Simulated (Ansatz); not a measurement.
Relaxed LaAlO3 (cubic perovskite):

```
LaAlO3
1.0
    3.81241     0.00000     0.00000
    0.00000     3.81241     0.00000
    0.00000     0.00000     3.81241
La Al O
1 1 3
Direct
  0.00000   0.00000   0.00000
  0.50000   0.50000   0.50000
  0.00000   0.50000   0.50000
  0.50000   0.50000   0.00000
  0.50000   0.00000   0.50000
```

The numbers are results of PBE (plane waves to 420 eV, PAW, scalar-relativistic; Ansatz, a program for electronic structure), not measurements. k mesh 7×7×7 (Γ-centred), Fermi-Dirac smearing 0.05 eV. LaAlO3 is run without spin polarisation. LaAlO3 was relaxed with its symmetry unable to fall. This is a high-temperature form of LaAlO3.

One atom of the cell was then moved (with its periodic images), all else fixed, and the forces (eV/Å) came out as:

```csv
atom,Fx,Fy,Fz
La1,-0.319,0.000,0.000
Al2,-2.762,0.000,0.000
O3,5.422,0.000,0.000
O4,-1.170,0.000,0.000
O5,-1.170,0.000,0.000
```

Question: Which atom was moved, and by which vector (Å)?

Answer: O3, by (-0.23, 0.00, 0.00), 0.23 Å in all.

(A displaced cell: forces are minus the slopes of the energy, force constants its curvatures, and phonons follow from these.)
